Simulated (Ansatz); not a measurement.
# RbBr (Fm-3m): the PBE gap against the wavefunction cutoff

How far can the wavefunction cutoff be lowered for the gap of RbBr (Fm-3m)?

Main program and level: Ansatz 0.2.0; DFT, PBE, plane waves, PAW; PAW set soft_1.

The database entry behind the starting cell differs from later determinations by our own check (about 0.5 % short), so it need not match the best structure at ambient conditions.

## 1. The structure

Symmetry: Fm-3m, No. 225, cubic system. Conventional cell: a = 6.854 Å, b = 6.854 Å, c = 6.854 Å, α = 90.00°, β = 90.00°, γ = 90.00°. Nearest to Rb lie 6 Br at 3.43 Å. Br has 6 Rb at 3.43 Å nearest. Farther neighbours and most contacts between anions are not listed.

The cell and positions come from the Crystallography Open Database and are kept as given unless a step says otherwise.

## 2. Wavefunction cutoff: 190 eV

Input file input.yaml:

```yaml
crystal:
  lattice:
    - [0.0, 3.427, 3.427]
    - [3.427, 0.0, 3.427]
    - [3.427, 3.427, 0.0]
  atoms:
    - { symbol: Rb, position: [0.0, 0.0, 0.0] }
    - { symbol: Br, position: [0.5, 0.5, 0.5] }
kpoints:
  mp_grid: { grid: [6, 6, 6] }
  band_path:
    path:
      - [0.0, 0.0, 0.0]
      - [0.5, 0.0, 0.5]
      - [0.625, 0.25, 0.625]
      - [0.375, 0.375, 0.75]
      - [0.5, 0.5, 0.5]
      - [0.5, 0.25, 0.75]
    npoints: 1
hamiltonian:
  xc: pbe
  pseudopotentials: { kind: paw, azcp: { folder: soft_1 } }
scf:
  occupations: { method: fermi_dirac, width: 0.02 }
  n_extra_bands: 4
  max_iter: 80
output:
  eigenvalues: true
basis:
  ecutwfc: 190.0
```

Command:

```console
$ ansatz run input.yaml --threads 24 --pin off --max-ram 82944MiB --backend cuda --events-out ev --progress --plain --runs-dir out --devices 1 --max-vram 78GiB
```

Numbers of over 12 decimals in the logs are rounded to 6 here.

Log:

```text
Warning: basis.ecutwfc = 190 eV is below the records' recommended 420 eV, and the density's cutoff is lower with it unless basis.ecutrho_ratio is high enough to keep the records' density cutoff: compare with a run at a higher cutoff
scf.n_extra_bands = 4 over 8 filled bands (N_el = 16.0): the run solves 12 bands
GPUs: using 1 of 1 available (devices: 1).
Engine: ansatz 0.2.0, aarch64-unknown-linux-gnu
Pseudopotentials: kind: paw
Pseudopotential: Rb, paw, valence charge 9, recommended cutoff 420 eV (normal), soft_1/Rb.paw.azcp
Pseudopotential: Br, paw, valence charge 7, recommended cutoff 420 eV (normal), soft_1/Br.paw.azcp
Functional definition: PBE
  parameter kappa = 0.804
  parameter beta = 0.066725
  exchange = pbe_x(kappa = kappa, mu = beta*pi^2/3)
  correlation = pbe_c(beta = beta)
device memory: the entry about to start is reckoned to put 0.6 GiB on a device that reports 176.5 GiB free (of which the cap on the GPU budget leaves the run 78.0 GiB)
GPU FFT provider: cuFFT
GPU libraries: cuBLAS 13.8.1, cuFFT 12.4.0, cuSOLVER 12.3.2
GPU matrix products: emulated (plane waves: as basis.precision tells), large ones in fixed point in workspaces of 1.00 GiB
Crystal: 2 atoms, lattice volume = 80.496 Å³
Basis set: ecut = 190 eV, 531 PW (Γ)
Bands: 12, of which v1, the nominal top of the filled ones, is band 8 counted from 1 (7 counted from 0)
Symmetry: 48 space group operations
Space group: Fm-3m (ITA 225), of the structure as read, at distance tolerance 4.3e-5 Å
k-points: 16 of 216
Non-local potential: Rb, projectors of the file, l = 0: 3, l = 1: 2, l = 2: 2
Non-local potential: Br, projectors of the file, l = 0: 2, l = 1: 2, l = 2: 2
PAW form: soft (Blöchl's): semilocal exchange-correlation on the pseudo side does not see the compensation charge
PAW one-centre angular grid: Rb, 110 points (default); XC on 64 Gauss nodes
PAW one-centre angular grid: Br, 110 points (default); XC on 64 Gauss nodes
Initial density: superposition of atomic densities (chi_scale 0.1, normalization cell, long waves kept (reshape's long-wave potential 0.00 eV rms))
Initial wavefunctions: pseudopotential atomic-orbital guess
GPU buffer pool allocated for 13824 grid points (all kernels)
GPU transforms: local potential and band sums: pruned to the plane-wave sphere, on 24×24×24
Functional: x = pbe(κ = 0.804, μ = 0.219515), c = pbe(β = 0.066725)
SCF iter   1: F=—  HF=-6053.529090 eV  |F-HF|=—  |Δ(HF+E_count)|=         —  Δρ=3.03e-2  dr2=1.33e0  ethr=3.10e-3  ⟨swp⟩=6.4  Hψ=1128  notcnv=0
preconditioner: auto → none  [insulator: Δε(μ)=3.386 eV  Ē_g=13.242 eV  σ=0.020 eV  W_gap=1.00  n_scr=14 (ndim 8)  ℏωp=15.5 eV  f_vac=0.000  D(μ)=0.00/eV (n_scr^D=0)  ε∞_Penn≈2.4]
SCF iter   2: F=—  HF=-6053.007838 eV  |F-HF|=—  |Δ(HF+E_count)|=   5.21e-1  Δρ=8.02e-3  dr2=7.67e-2  ethr=3.10e-3  ⟨swp⟩=2.3  Hψ=514  notcnv=0
SCF iter   3: F=—  HF=-6053.004678 eV  |F-HF|=—  |Δ(HF+E_count)|=   3.16e-3  Δρ=3.99e-3  dr2=1.16e-2  ethr=4.80e-4  ⟨swp⟩=2.2  Hψ=315  notcnv=0
SCF iter   4: F=—  HF=-6053.010749 eV  |F-HF|=—  |Δ(HF+E_count)|=   6.07e-3  Δρ=8.67e-4  dr2=8.12e-4  ethr=7.22e-5  ⟨swp⟩=2.3  Hψ=310  notcnv=0
SCF iter   5: F=—  HF=-6053.011415 eV  |F-HF|=—  |Δ(HF+E_count)|=   6.66e-4  Δρ=7.47e-5  dr2=7.38e-6  ethr=5.07e-6  ⟨swp⟩=2.4  Hψ=330  notcnv=0
SCF iter   6: F=—  HF=-6053.011439 eV  |F-HF|=—  |Δ(HF+E_count)|=   2.38e-5  Δρ=7.32e-6  dr2=5.47e-8  ethr=6.25e-10  ⟨swp⟩=2.9  Hψ=889  notcnv=0
SCF iter   7: F=-6053.011439 eV  HF=-6053.011439 eV  |F-HF|=5.55e-11  |Δ(HF+E_count)|=   2.28e-9  Δρ=7.52e-7  dr2=6.22e-10  ethr=3.42e-10  ⟨swp⟩=1.0  Hψ=555  notcnv=0
SCF 1 converged in 7 iterations: F = -6053.011439 eV  dr2 = 6.22e-10
[...]
device memory: the entry about to start is reckoned to put 1.3 GiB on a device that reports 176.3 GiB free (of which the cap on the GPU budget leaves the run 78.0 GiB)
NSCF: frozen V_eff on 6 k-points
SCF converged after 7 iterations
Free energy (F): -6053.011439 eV
Harris-Foulkes:  -6053.011439 eV  (|F-HF|=5.55e-11)
Internal energy: -6053.011439 eV  (E = F + TS)
E sigma→0 (E₀):  -6053.011439 eV
Fermi energy:    3.449391 eV
--- Per-component energies (eV) ---
  E_band       = -106.363338
  E_kinetic    = 311.306601
  E_local      = -778.056811  (includes V_loc(G=0)·N_el)
  E_nonlocal   = 238.710577
  E_hartree    = 202.984192
  E_xc         = -321.511191
  E_vxc        = -238.966438  (∫ρ·V_xc dr)
  E_paw        = -4936.105241  (= ΣΔE_a)
  E_vpaw       = -45.325635  (= ΣTr[D̂ρ^β])
  E_aug_tail   = -0.000117  (compensation charges beyond the density's cutoff)
  E_ewald      = -770.339449
  E_smearing   = -0.000000  (= −TS)
  E_closure    = 0.000000  (closes the sum)
  Σ components = -6053.011439   (vs F -6053.011439, Δ=0.00e0)
--- Band table (eV; the first three rows and the last of 16) ---
  k-point 0: bands = [... 4 lower, -7.2701, 1.2062, 1.2062, 1.2062, 5.6640, 8.5416, 8.5416, 8.5416]
  k-point 1: bands = [... 4 lower, -7.2488, 0.9136, 1.1157, 1.1157, 6.3153, 8.4098, 8.8742, 8.8742]
  k-point 2: bands = [... 4 lower, -7.2182, 0.4344, 0.9412, 0.9412, 7.5535, 8.5573, 9.7885, 9.7885]
  k-point 15: bands = [... 4 lower, -7.2625, 0.8021, 0.8032, 0.9532, 7.5697, 9.1514, 9.2417, 10.2482]
```

It took 1.7 s on 1 × NVIDIA GB200 (shared by 2 runs) with 24 threads of Arm Neoverse V2, shared host; peak memory 0.95 GiB; 1.5 s of CPU time.

In the SCF lines HF is the Harris–Foulkes energy and dr2 the Hartree energy of the density residual, in eV; the loop may stop once dr2 is under the threshold and the program's other checks hold. Hψ counts applications of the Hamiltonian.

Numbers from this step:

| Quantity | Value |
| --- | --- |
| gap | 4.458 eV |
| valence top at | Γ |
| conduction bottom at | Γ |
| least direct gap | 4.458 eV |

The gap is direct, at Γ.

## 3. Wavefunction cutoff: 290 eV

Changes to input.yaml since step 2:

```diff
@@ -23,3 +23,3 @@
 scf:
-  occupations: { method: fermi_dirac, width: 0.02 }
+  occupations: { method: fixed }
   n_extra_bands: 4
@@ -29,2 +29,2 @@
 basis:
-  ecutwfc: 190.0
+  ecutwfc: 290.0
```

Log:

```text
[...]
GPUs: using 1 of 1 available (devices: 1).
[...]
GPU FFT provider: cuFFT
GPU libraries: cuBLAS 13.8.1, cuFFT 12.4.0, cuSOLVER 12.3.2
[...]
Crystal: 2 atoms, lattice volume = 80.496 Å³
Basis set: ecut = 290 eV, 893 PW (Γ)
Bands: 12, of which v1, the nominal top of the filled ones, is band 8 counted from 1 (7 counted from 0)
Symmetry: 48 space group operations
[...]
E sigma→0 (E₀):  -6054.047494 eV
Fermi energy:    1.244501 eV
[...]
--- Band table (eV; the first three rows and the last of 16) ---
  k-point 0: bands = [... 4 lower, -7.2435, 1.2445, 1.2445, 1.2445, 5.6147, 8.5291, 8.5291, 8.5291]
  k-point 1: bands = [... 4 lower, -7.2313, 0.9412, 1.1501, 1.1501, 6.2538, 8.3954, 8.8568, 8.8568]
  k-point 2: bands = [... 4 lower, -7.2070, 0.4602, 0.9736, 0.9736, 7.5014, 8.5519, 9.7697, 9.7697]
  k-point 15: bands = [... 4 lower, -7.2476, 0.8292, 0.8329, 0.9824, 7.5586, 9.1186, 9.2318, 10.1949]
[key lines of the parts left out:]
SCF converged after 7 iterations
Free energy (F): -6054.047494 eV
```

Wall time 1.6 s (1 × NVIDIA GB200 (shared by 2 runs) with 24 threads); peak memory 0.97 GiB; 1.4 s of CPU time.

This step gave:

* gap: 4.370 eV
* valence top at: Γ
* conduction bottom at: Γ
* least direct gap: 4.370 eV

The gap is 4.370 eV, −0.088 eV from the run before at this level.

## 4. Wavefunction cutoff: 420 eV (the default)

input.yaml, the sections that differ from step 3:

```yaml
kpoints:
  mp_grid: { grid: [6, 6, 6] }
  band_path:
    path:
      - [[0.0, 0.0, 0.0], [0.5, 0.0, 0.5], [0.625, 0.25, 0.625]]
      - [[0.375, 0.375, 0.75], [0.0, 0.0, 0.0], [0.5, 0.5, 0.5], [0.5, 0.25, 0.75], [0.5, 0.0, 0.5]]
    npoints: 10
scf:
  occupations: { method: fermi_dirac, width: 0.02 }
  n_extra_bands: 4
# crystal, hamiltonian, output: as in step 3
# basis: removed
```

Log:

```text
[...]
GPUs: using 1 of 1 available (devices: 1).
[...]
GPU FFT provider: cuFFT
GPU libraries: cuBLAS 13.8.1, cuFFT 12.4.0, cuSOLVER 12.3.2
[...]
Crystal: 2 atoms, lattice volume = 80.496 Å³
Basis set: ecut = 420 eV, 1591 PW (Γ)
Bands: 12, of which v1, the nominal top of the filled ones, is band 8 counted from 1 (7 counted from 0)
Symmetry: 48 space group operations
[...]
E sigma→0 (E₀):  -6054.084604 eV
Fermi energy:    3.441814 eV
[...]
--- Band table (eV; the first three rows and the last of 16) ---
  k-point 0: bands = [... 4 lower, -7.2438, 1.2458, 1.2458, 1.2458, 5.6103, 8.5285, 8.5285, 8.5285]
  k-point 1: bands = [... 4 lower, -7.2317, 0.9423, 1.1514, 1.1514, 6.2505, 8.3946, 8.8561, 8.8561]
  k-point 2: bands = [... 4 lower, -7.2078, 0.4610, 0.9747, 0.9747, 7.4980, 8.5512, 9.7688, 9.7688]
  k-point 15: bands = [... 4 lower, -7.2480, 0.8302, 0.8340, 0.9835, 7.5578, 9.1163, 9.2310, 10.1919]
[key lines of the parts left out:]
SCF converged after 7 iterations
Free energy (F): -6054.084604 eV
```

Run time: 2 s. Hardware: 1 × NVIDIA GB200 (shared by 2 runs) with 24 threads; peak memory 0.97 GiB; 1.9 s of CPU time.

Numbers from this step:

```
gap                  : 4.364 eV
valence top at       : Γ
conduction bottom at : Γ
least direct gap     : 4.364 eV
```

The gap is 4.364 eV, −0.006 eV from the run before at this level.

## 5. Wavefunction cutoff: 630 eV

input.yaml, the sections that differ from step 4:

```yaml
kpoints:
  mp_grid: { grid: [6, 6, 6] }
  band_path:
    path:
      - [0.0, 0.0, 0.0]
      - [0.5, 0.0, 0.5]
      - [0.625, 0.25, 0.625]
      - [0.375, 0.375, 0.75]
      - [0.5, 0.5, 0.5]
      - [0.5, 0.25, 0.75]
    npoints: 1
scf:
  occupations: { method: fixed }
  n_extra_bands: 4
  max_iter: 80
basis:
  ecutwfc: 630.0
# crystal, hamiltonian, output: as in step 4
```

Log:

```text
[...]
GPUs: using 1 of 1 available (devices: 1).
[...]
GPU FFT provider: cuFFT
GPU libraries: cuBLAS 13.8.1, cuFFT 12.4.0, cuSOLVER 12.3.2
[...]
Crystal: 2 atoms, lattice volume = 80.496 Å³
Basis set: ecut = 630 eV, 2891 PW (Γ)
Bands: 12, of which v1, the nominal top of the filled ones, is band 8 counted from 1 (7 counted from 0)
Symmetry: 48 space group operations
[...]
E sigma→0 (E₀):  -6054.085028 eV
Fermi energy:    1.245740 eV
[...]
--- Band table (eV; the first three rows and the last of 16) ---
  k-point 0: bands = [... 4 lower, -7.2438, 1.2457, 1.2457, 1.2457, 5.6103, 8.5284, 8.5284, 8.5284]
  k-point 1: bands = [... 4 lower, -7.2317, 0.9422, 1.1513, 1.1513, 6.2505, 8.3945, 8.8560, 8.8560]
  k-point 2: bands = [... 4 lower, -7.2078, 0.4609, 0.9747, 0.9747, 7.4980, 8.5512, 9.7688, 9.7688]
  k-point 15: bands = [... 4 lower, -7.2480, 0.8301, 0.8339, 0.9834, 7.5578, 9.1163, 9.2310, 10.1918]
[key lines of the parts left out:]
SCF converged after 7 iterations
Free energy (F): -6054.085028 eV
```

It took 1.8 s on 1 × NVIDIA GB200 (shared by 2 runs) with 24 threads; peak memory 0.97 GiB; 1.6 s of CPU time.

Numbers from this step:

```
gap                  : 4.365 eV
valence top at       : Γ
conduction bottom at : Γ
least direct gap     : 4.365 eV
```

The gap is 4.365 eV, as in the run before at this level.

## 6. The series

Differences are against the last row; a negative gap means that bands overlap, and a run with a band path holds that path's time. Times are wall times on 1 × NVIDIA GB200 (shared by 2 runs) with 24 threads of Arm Neoverse V2, shared host, good to a factor of about two.

| wavefunction cutoff | gap (eV) | direct gap (eV) | gap error (eV) | energy error (meV/atom) | irreducible k | time |
| --- | --- | --- | --- | --- | --- | --- |
| 190 eV | 4.458 | 4.458 | +0.093 | +536.8 | 16 | 1.7 s |
| 290 eV | 4.370 | 4.370 | +0.006 | +18.8 | 16 | 1.6 s |
| 420 eV | 4.364 | 4.364 | +0.000 | +0.2 | 16 | 2 s |
| 630 eV | 4.365 | 4.365 | +0.000 | +0.0 | 16 | 1.8 s |

## 7. Summary of results

```
190 eV : 4.458 eV
290 eV : 4.370 eV
420 eV : 4.364 eV
630 eV : 4.365 eV
```

**Reading.** The gap holds to 0.02 eV from 290 eV on. At 190 eV the gap is off by +0.093 eV and the energy by +537 meV/atom.

[Paths, hosts, dates, memory and timing lines, banners, echoed tables and standing remarks are left out of the program output.]

[Logs are printed without paths, hosts, clocks, repeated set-up lines and the standing remarks that a program may print on its own settings, such as how far it seeks lower states.]

[Runs of the session that timed out or met a known fault of the program may be left out.]

[Cells called generated may have been cut or substituted from an entry of the Crystallography Open Database or the Materials Project.]

[Hosts, paths, dates, database ids (printed as entryN), source tags and the programs' standing remarks are cut or masked in the printed files.]
